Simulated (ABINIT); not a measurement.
Crystal: WC (Qusongite).

```xyz
2
Lattice="2.9065 0.0000 0.0000 -1.4532 2.5171 0.0000 0.0000 0.0000 2.8366" Properties=species:S:1:pos:R:3 pbc="T T T"
W     0.0000    0.0000    0.0000
C     1.4533    0.8390    1.4183
```

Base run:

```yaml
Program: ABINIT 10.8.3 (patched build)
Functional: PBE
Potentials_or_basis: JTH PAW PBE v2.0
Cutoff: 517 eV
k_mesh: 10 × 10 × 9
Occupations: fermi-dirac, width 0.05 eV
Spin: no spin polarisation
```

Its results: band gap on the k mesh none (metal or under the smearing width); pressure 6.3 GPa.

Q: The run is repeated on the same cell with these changes: functional from PBE to PBEsol. What comes out?

A: Band gap on the k mesh none (metal or under the smearing width); pressure -2.5 GPa.

PBEsol binds more tightly than PBE, so the same cell stands under less pressure.

Caveats: spin-orbit coupling is left out, which moves the levels of the heavy elements; the PAW data sets were made with another functional, which shifts forces and pressure a little (some runs).
